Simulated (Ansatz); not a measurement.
An Ansatz run on ZnO (rocksalt) left the output below. It starts from the PBE minimum.

Structure:
```
CELL_PARAMETERS angstrom
0.00000 2.16507 2.16507
2.16507 0.00000 2.16507
2.16507 2.16507 0.00000
ATOMIC_POSITIONS crystal
Zn 0.00000 0.00000 0.00000
O 0.50000 0.50000 0.50000
```

The output, standing remarks left out:
```
Functional definition: r2SCAN
  parameter k0 = 0.174
  parameter k1 = 0.065
  parameter a1 = 4.9479
  exchange = r2scan_x(k0 = k0, k1 = k1, a1 = a1)
  correlation = r2scan_c
Crystal: 2 atoms, lattice volume = 20.298 Å³
Basis set: ecut = 500 eV, 531 PW (Γ)
Bands: 13, of which v1, the nominal top of the filled ones, is band 9 counted from 1 (8 counted from 0)
Symmetry: 48 space group operations
Space group: Fm-3m (ITA 225)
k-points: 47 of 1000
preconditioner: auto → none  [insulator: Δε(μ)=1.446 eV  σ=0.020 eV  ℏωp=35.0 eV]
SCF 1 converged in 7 iterations: F = -3894.698790 eV  dr2 = 3.94e-10
relax step 1: F+E_penalty+E_count = -3894.69878981 eV  P = -7.656 GPa  Ω = 20.298 Å³
SCF 2 converged in 7 iterations: F = -3894.717504 eV  dr2 = 3.15e-8
relax step 2: F+E_penalty+E_count = -3894.71750351 eV  P = -3.135 GPa  Ω = 19.760 Å³
SCF 3 converged in 5 iterations: F = -3894.721047 eV  dr2 = 1.80e-7
relax step 3: F+E_penalty+E_count = -3894.72104712 eV  P = +0.257 GPa  Ω = 19.403 Å³
SCF 4 converged in 3 iterations: F = -3894.721047 eV  dr2 = 1.55e-7
relax step 4: F+E_penalty+E_count = -3894.72104655 eV  P = -0.010 GPa  Ω = 19.430 Å³
SCF 5 converged in 6 iterations: F = -3894.720338 eV  dr2 = 9.29e-12
relax step 5: F+E_penalty+E_count = -3894.72033784 eV  P = -0.001 GPa  Ω = 19.430 Å³  (SCF on a basis re-selected at this cell)
SCF converged after 6 iterations
Free energy (F): -3894.720338 eV
Fermi energy:    10.621312 eV
--- Per-component energies (eV) ---
  E_band       = 73.592448
  E_kinetic    = 307.407619
  E_local      = -1709.886748
  E_nonlocal   = 673.509084
  E_hartree    = 705.131257
  E_xc         = -196.560023
  E_vxc        = -157.888068
  E_paw        = -2017.031434
  E_vpaw       = -459.185390
  E_vtau       = 9.372387
  E_ewald      = -1657.076649
  E_core_change = -0.214560
--- Forces (eV/Å), atoms counted from 1 ---
  atom   1  Zn      0.00000      0.00000      0.00000
  atom   2  O       0.00000      0.00000      0.00000
--- Stress (GPa, compression-positive) ---
       -0.000689       0.000000       0.000000
        0.000000      -0.000689       0.000000
        0.000000       0.000000      -0.000689
  P = ⅓ Tr σ = -0.0007 GPa (-0.007 kbar)
--- Relaxed structure (4 steps of the walk, 4 accepted, 1 SCFs on fresh bases) ---
  F+E_penalty+E_count = -3894.72033784 eV
  cell:  # Å, volume = 19.4300 Å³
    - [0.000000, 2.133770, 2.133770]
    - [2.133770, 0.000000, 2.133770]
    - [2.133770, 2.133770, 0.000000]
  atoms:
    - { symbol: Zn, position: [0.000000, 0.000000, 0.000000] }
    - { symbol: O, position: [0.500000, 0.500000, 0.500000] }
```

Task: Which of these blocks stood in the input: relax, gw, phonons, dielectric, magnetization (spin_orbit)?

Result: relax. The relax steps with a changing cell volume need the relax block with cell.

Task: Which k mesh was typed?

Result: 10×10×10, Γ-centred.

Task: How were the bands filled?

Result: With smearing of width σ = 0.02 eV (Fermi-Dirac in this run).

Run as `ansatz run input.yaml --threads 2 --pin off --max-ram 2211MiB --backend cpu --events-out ev --progress --plain --runs-dir out`.

No spin polarisation. The prototype was imposed, so other structures may be more stable.
